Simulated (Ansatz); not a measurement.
Rock-salt NaBr was calculated with HSE06-D3(BJ) (Ansatz, a first-principles code, PAW).

Settings: plane-wave cutoff 460 eV, 8×8×8 k mesh, Fermi–Dirac smearing 0.01 eV, scalar-relativistic PAW data made under PBE.

Cell (relaxed at this level):

```
NaBr
1.0
    0.00000     2.91430     2.91430
    2.91430     0.00000     2.91430
    2.91430     2.91430     0.00000
Na Br
1 1
Cartesian
  0.00000   0.00000   0.00000
  2.91430   2.91430   2.91430
```

**Question.** What does this level give for the bulk modulus, band gap, width of the whole s-p valence band and pressure derivative B′ of the bulk modulus?

**Answer.** 
bulk modulus: 25.5 GPa
band gap: 5.62 eV (on the SCF k mesh) (direct)
width of the whole s-p valence band: 14.06 eV
pressure derivative B′ of the bulk modulus: 4.7

Measured, for comparison: band gap 7.1 eV (temperature not stated, no zero-point or thermal correction; as tabulated in Aguado et al. (1998), arXiv:cond-mat/9809176); bulk modulus 22.6 GPa (4 K, zero-point motion not removed; as tabulated in Doll and Stoll (1998), arXiv:cond-mat/9801031). Computed (rounded) less measured: bulk modulus +13 %.

Spin–orbit coupling is not included.

The computed numbers hold no vibrational or temperature effects.
